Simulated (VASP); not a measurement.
Wanted: the native input for a VASP 6.6.1 run.

| Item | Value |
| --- | --- |
| Task | single point |
| Functional | PBEsol |
| Potentials or basis | VASP PAW PBE potentials, release 64 (Mg) |
| Cutoff | 520 eV |
| k mesh | 6 × 6 × 4 |
| Occupations | gaussian, width 0.1 eV |
| Spin | no spin polarisation |
| Dipole correction | no |
| Further INCAR settings | ALGO = Normal; EDIFF = 1e-07; NBANDS = 9 |

The structure of Mg lies in POSCAR:

```
Mg
1.0
    3.2092715325      0.0000000000      0.0000000000
   -1.6046357662      2.7793106748      0.0000000000
    0.0000000000      0.0000000000      5.2103300000
Mg
2
Direct
    0.3333333333      0.6666666667      0.2500000000
    0.6666666667      0.3333333333      0.7500000000
```

One way to write it, as run:

INCAR

```
SYSTEM = Mg
PREC     = Accurate       ! precision mode
ENCUT    = 520            ! plane-wave cutoff, eV
EDIFF    = 1E-7           ! SCF threshold, eV
ISMEAR   = 0              ! smearing method
SIGMA    = 0.1            ! smearing width, eV
LREAL    = .False.        ! projectors in reciprocal space
LASPH    = .True.         ! aspherical terms in the spheres
NELM     = 80             ! most SCF steps
ALGO     = Normal         ! electronic algorithm
ISIF     = 2              ! what is computed and relaxed
LWAVE    = .False.        ! write WAVECAR
LCHARG   = .False.        ! write CHGCAR
GGA      = PS             ! functional
NBANDS   = 9              ! bands
```

KPOINTS

```
regular mesh
0
Gamma
  6 6 4
  0 0 0
```

Potentials or basis: VASP PAW PBE potentials, release 64 (Mg).

Run with:

```sh
$ cat potpaw_PBE.64/Mg/POTCAR > POTCAR
$ mpirun -np 1 vasp_std > vasp.out
```

Results of the run:

```
Pressure               : -1.1 GPa
Band gap on the k mesh : none (metal or under the smearing width)
```

Caveat: the k mesh is coarse (spacing up to 0.38 Å⁻¹), so the values aren't converged; the PAW data sets were made with another functional, which shifts forces and pressure a little.

Wall time 3.2 s on 1 thread of Intel(R) Xeon(R) 6975P-C (Granite Rapids) (shared host), peak memory 0.15 GiB.
